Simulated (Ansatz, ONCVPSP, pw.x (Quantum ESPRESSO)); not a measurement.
Li (Z = 3): one change to the ONCV potential, in the atom and in the fcc crystal

ONCVPSP 4.0.1.1 (patched build) input, shortened (lines: element, Z, core and valence counts, functional; n l f; lmax; l rc ep ncon nbas qcut; lloc lpopt rc5 dvloc0; l nproj debl; icmod fcfact rcfact), PBE, scalar-relativistic:

```
  Li 3.00    1    1        4      upf
    1    0    2.00
    2    0    0.50
    2
    0    2.40    0.00    5    8    2.90
    1    2.25    0.06    4    8    3.60
    2    1.95    0.03    3    8    4.70
    4    4    1.80    2.00
    0    1    3.10
    1    3    3.70
    2    2    3.30
    3    2.75    1.05
```

In the p channel the program set the typed energies aside and used 0.050, 3.750, 7.450 Ha.

Change: core correction Teter function, fcfact 2.75, rcfact 1.32.

Cutoffs, loose and tight: the cutoffs (Ha) at which the residual kinetic energy of the hardest occupied pseudo-wave falls to 1 and 0.1 mHa per electron. They do not see the model core or the augmentation charge, which bear on the density cutoff. Test errors are all-electron minus pseudo excitation energies from the reference, over the configurations 2s1; 2s0 2p1; variants that change the core or the reference have their own tests.

Crystal test: fcc Li in pw.x 7.5, no spin, 13³ k-points, Fermi–Dirac smearing 0.01 Ry, cutoffs set for each file from its atomic test. The reference is all-electron LAPW (Ansatz 0.2.0) with the same functional, mesh and smearing; V0 and B0 come from Birch–Murnaghan fits to the pressures at five volumes. Errors are pseudo minus all-electron; Δ is the rms difference of the E(V) curves that follow from these fits, minima aligned, over ±6 % about the mean V0. Mesh and smearing are coarse, so the numbers serve the comparison and aren't converged zero-temperature values; the lattice is a test structure that the element need not adopt.

All-electron: a0 = 4.329 Å (V0 = 20.28 Å³/atom), B0 = 13.7 GPa.

Task: Does the change bring the crystal closer to the all-electron result?

Result: The mean pressure error goes from -0.81 to -0.62 GPa, so the change moves the solid closer to the all-electron pressures. Neither pressure curve crosses zero within the volumes sampled, so no fits are given.

```tsv
quantity	base	changed
outcome (atom)	generated, projector energies reset by the program	generated, projector energies reset by the program
cutoff, loose (atom)	2.5 Ha	2.5 Ha
cutoff, tight (atom)	3.9 Ha	3.9 Ha
bound ghosts (atom)	none	none
largest test error (meV) (atom)	1 of 2 tests not solved or not reliable	+5.3
cutoffs in pw.x (Ry)	50/200	50/200
mean pressure error (GPa)	-0.81	-0.62
```

Base: This is a poor potential for the solid. Atomic configuration tests: 1 of 2 tests not solved or not reliable. The cutoffs count occupied waves only; projector 2 of the p channel, the hardest unoccupied one, needs 45 Ha at the loose tolerance. Changed file: This is a poor potential for the solid. The cutoffs count occupied waves only; projector 2 of the p channel, the hardest unoccupied one, needs 45 Ha at the loose tolerance.
